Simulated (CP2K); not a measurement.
Crystal: SiO2.

```
Si O
1.0
     7.03049    0.00000    0.00000
    -1.41822    6.88596    0.00000
    -0.53951   -5.29035    4.59879
Si O
4 8
Direct
  0.26034 0.84494 0.41540
  0.07045 0.15506 0.91540
  0.73966 0.15506 0.58460
  0.92955 0.84494 0.08460
  0.50000 0.00000 0.50000
  0.00000 0.00000 0.00000
  0.79318 0.00000 0.29318
  0.20682 0.50000 0.20682
  0.20682 0.00000 0.70682
  0.79318 0.50000 0.79318
  0.86931 0.11931 0.75000
  0.13069 0.88069 0.25000
```

The cell comes from a database or a generator and needn't be the stable form of this composition.

Base run:

- Program: CP2K 2026.2
- Functional: r2SCAN
- Dispersion: rVV10
- Potentials or basis: POTENTIAL_UZH Si GTH-SCAN-q4, O GTH-SCAN-q6; DZVP-MOLOPT-SCAN-GTH basis
- Density cutoff: 11565 eV
- k mesh: 5 × 5 × 5
- Occupations: fermi-dirac, width 0.05 eV
- Spin: no spin polarisation

Its results: band gap on the k mesh 7.29 eV, indirect (least direct gap 7.31 eV); pressure -0.4 GPa; largest force 0.114 eV/Å.

Problem. The run is repeated on the same cell with these changes: dispersion from rVV10 to D3(BJ). What comes out?

Solution. Band gap on the k mesh 7.35 eV, direct; pressure -0.6 GPa; largest force 0.105 eV/Å.

Caveats: an odd mesh through Γ misses points on the zone boundary, where band edges often lie; the basis of atomic orbitals isn't converged, which shifts pressures, moduli and gaps.
